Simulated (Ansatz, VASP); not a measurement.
# AlN in two plane-wave programs, part 2 of 2

One calculation is typed for both programs; each brings its own data sets. How far apart do they land? The structure shown is the end of the Ansatz relaxation below.

VASP 6.6.1 and Ansatz 0.2.0.

So far. Step 3 (VASP: single point, LDA, pair 1): The run ends at a pressure of -0.07 GPa.

## Step 6: VASP: single point, LDA, pair 2 (continued)

Level of this step: LDA; plane waves and PAW (N, Al) (VASP).

Numbers of over 12 decimals in the logs are rounded to 6 here.

OUTCAR, selected parts (step 6):

```text
  Total        0.0747767      0.0747767      0.2959071      0.0000000      0.0000000      0.0000000
  in kB        5.8704114      5.8704114     23.2304617      0.0000000      0.0000000      0.0000000
  external PRESSURE =      11.6570949 kB  Pullay stress =       0.0000000 kB

 POSITION                                       TOTAL-FORCE (eV/Angst)
 -----------------------------------------------------------------------------------
      1.08945      1.08945      1.07467         0.000000      0.000000      0.000000
      0.00000      0.00000      0.00000        -0.000000     -0.000000     -0.000000
 -----------------------------------------------------------------------------------
    total drift:                               -0.000001     -0.000001     -0.000007

  FREE ENERGIE OF THE ION-ELECTRON SYSTEM (eV)
  ---------------------------------------------------
  free  energy   TOTEN  =       -16.3746381373 eV

  energy  without entropy=      -16.3746381373  energy(sigma->0) =      -16.37463814

[... 1 part as in an earlier step ...]

[... 2 further parts left out ...]
[key lines of the parts left out:]
E-fermi :   7.5192
```

The run ends at a pressure of 1.17 GPa.

## Step 7: Differences

The two programs side by side:

| quantity | Ansatz | VASP | difference |
| --- | --- | --- | --- |
| pressure (GPa) | 0.58 | 1.17 | -0.58 |
| gap on the k mesh (eV) | 3.171 | 3.152 | +0.019 |

A gap on the mesh is an upper bound, since the band edges may lie between its points.

## Step 8: Ansatz: relaxation, LDA

This run makes the geometry at which the two programs are then compared. The cell compared in this pair holds 20.59 Å³, against 20.41 Å³ for the pair before.

The structure compared here is the end of the Ansatz relaxation.

input.yaml reads:

```yaml
crystal:
  lattice:
    - [0.0, 2.1634624147, 2.2144654556]
    - [2.1634624147, 0.0, 2.2144654556]
    - [2.1634624147, 2.1634624147, 0.0]
  atoms:
    - { symbol: "N", position: [0.25, 0.25, 0.25] }
    - { symbol: Al, position: [0.0, 0.0, 0.0] }
  conventional_axes: [[-1, 1, 1], [1, -1, 1], [1, 1, -1]]
kpoints:
  mp_grid: { grid: [12, 12, 12] }
hamiltonian:
  xc: lda
  pseudopotentials: { kind: paw, azcp: { folder: soft_1 }, xc_functional: pbe }
scf:
  occupations: { method: fixed }
output:
  forces: true
  stress: true
  eigenvalues: true
relax:
  adjacent_minimum: "off"
  f_tol: 0.001
  max_steps: 60
  cell: { stress_tol: 0.01, fix: [c, angles] }
```

On the command line:

```bash
> ansatz run input.yaml --threads 4 --pin off --max-ram 10240MiB --backend cpu --events-out ev --progress --plain --runs-dir out
```

What it wrote:

```text
[...]
Crystal: 2 atoms, lattice volume = 20.730 Å³
Basis set: ecut = 420 eV, 411 PW (Γ)
Bands: 8, of which v1, the nominal top of the filled ones, is band 4 counted from 1 (3 counted from 0)
Symmetry: 8 space group operations
[...]
k-points: 163 of 1728 (time reversal used)
[...]
P = ⅓ Tr σ = -1.3080 GPa (-13.080 kbar)
--- Band table (eV; the first three rows and the last of 163) ---
[...]
--- Relaxed structure (4 steps of the walk, 4 accepted, 2 SCFs on fresh bases) ---
[...]
cell:  # Å, volume = 20.5899 Å³
    - [0, 2.156144, 2.2144654556]
    - [2.156144, 0, 2.2144654556]
    - [2.156144, 2.156144, 0]
  atoms:
    - { symbol: N, position: [0.25, 0.25, 0.25] }
    - { symbol: Al, position: [0, 0, 0] }
[key lines of the parts left out:]
SCF converged after 4 iterations
Free energy (F): -889.806399 eV
Fermi energy:    6.840016 eV
```

## Step 9: VASP: single point, LDA, pair 3

The same cell, functional (in two slightly different forms) and mesh now go to VASP, with its own data sets.

INCAR reads:

```
SYSTEM = AlN
PREC = Accurate
ENCUT = 600
EDIFF = 1E-06
NELM = 120
ISMEAR = 0
SIGMA = 0.01
LREAL = .FALSE.
ALGO = Normal
GGA = CA
NBANDS = 10
LORBIT = 11
LWAVE = .FALSE.
LCHARG = .FALSE.
ISIF = 2
LASPH = .TRUE.
GGA_COMPAT = .FALSE.
EFERMI = MIDGAP
```

POSCAR reads:

```
AlN
1.0
    0.0000000000      2.1561440525      2.2144654556
    2.1561440525      0.0000000000      2.2144654556
    2.1561440525      2.1561440525      0.0000000000
N Al
1 1
Direct
    0.2500000000      0.2500000000      0.2500000000
    0.0000000000      0.0000000000      0.0000000000
```

KPOINTS reads:

```
Automatic mesh
0
Gamma
12 12 12
0 0 0
```

Potentials, in the order of the species: N and Al (LDA family, release 64).

On the command line:

```bash
> mpirun -np 1 vasp_std
```

What it wrote:

```text
[... set-up lines as in an earlier step ...]
 entering main loop
       N       E                     dE             d eps       ncg     rms          rms(c)
DAV:   1     0.112875716473E+02    0.11288E+02   -0.43749E+03  3340   0.763E+02
DAV:   2    -0.180610375205E+02   -0.29349E+02   -0.28251E+02  3934   0.139E+02
DAV:   3    -0.189206520026E+02   -0.85961E+00   -0.85824E+00  3852   0.229E+01
DAV:   4    -0.189243839894E+02   -0.37320E-02   -0.37318E-02  3660   0.178E+00
[...]
DAV:  10    -0.163717896582E+02   -0.20177E-04   -0.58189E-05  3536   0.586E-02    0.406E-02
DAV:  11    -0.163717884093E+02    0.12489E-05   -0.12733E-06  3506   0.844E-03    0.807E-03
DAV:  12    -0.163717884089E+02    0.44668E-09   -0.33966E-08  1776   0.159E-03
   1 F= -.16371788E+02 E0= -.16371788E+02  d E =0.000000E+00
```

Parts of OUTCAR (step 9):

```text
  Total        0.0697793      0.0697793     -0.4319811      0.0000000      0.0000000      0.0000000
  in kB        5.4297827      5.4297827    -33.6140549      0.0000000      0.0000000      0.0000000
  external PRESSURE =      -7.5848298 kB  Pullay stress =       0.0000000 kB

 POSITION                                       TOTAL-FORCE (eV/Angst)
 -----------------------------------------------------------------------------------
      1.07807      1.07807      1.10723         0.000000      0.000000      0.000000
      0.00000      0.00000      0.00000        -0.000000     -0.000000      0.000000
 -----------------------------------------------------------------------------------
    total drift:                               -0.000000     -0.000000      0.000007

  FREE ENERGIE OF THE ION-ELECTRON SYSTEM (eV)
  ---------------------------------------------------
  free  energy   TOTEN  =       -16.3717884089 eV

  energy  without entropy=      -16.3717884089  energy(sigma->0) =      -16.37178841

[... 1 part as in an earlier step ...]

[... 2 further parts left out ...]
[key lines of the parts left out:]
E-fermi :   7.4396
```

The run ends at a pressure of -0.76 GPa.

## Step 10: Differences

Both answers:

| quantity | Ansatz | VASP | difference |
| --- | --- | --- | --- |
| pressure (GPa) | -1.31 | -0.76 | -0.55 |
| gap on the k mesh (eV) | 3.162 | 3.144 | +0.018 |

A gap on the mesh is an upper bound, since the band edges may lie between its points.

## Step 11: What came out

```
difference in gap on the k mesh (single point, LDA, pair 1) : 0.019 eV
difference in pressure (single point, LDA, pair 1)          : -0.56 GPa
difference in gap on the k mesh (single point, LDA, pair 2) : 0.019 eV
difference in pressure (single point, LDA, pair 2)          : -0.58 GPa
difference in gap on the k mesh (single point, LDA, pair 3) : 0.018 eV
difference in pressure (single point, LDA, pair 3)          : -0.55 GPa
```

**Reading.** The difference in pressure is -0.58 GPa (single point, LDA, pair 2), within the 1 GPa picked in this series as the mark of a large difference. 5 further runs of this series are not shown here. Such differences can come from data sets, numerical settings and the points named under the comparisons, not from the functional's error against experiment.

[Lines on the potential files, build, host, timing and source positions are cut from VASP's logs without a mark.]

[Logs are printed without paths, hosts, clocks, repeated set-up lines and the standing remarks that a program may print on its own settings, such as how far it seeks lower states.]

[Hosts, paths, dates, database ids (printed as entryN), source tags and the programs' standing remarks are cut or masked in the printed files.]
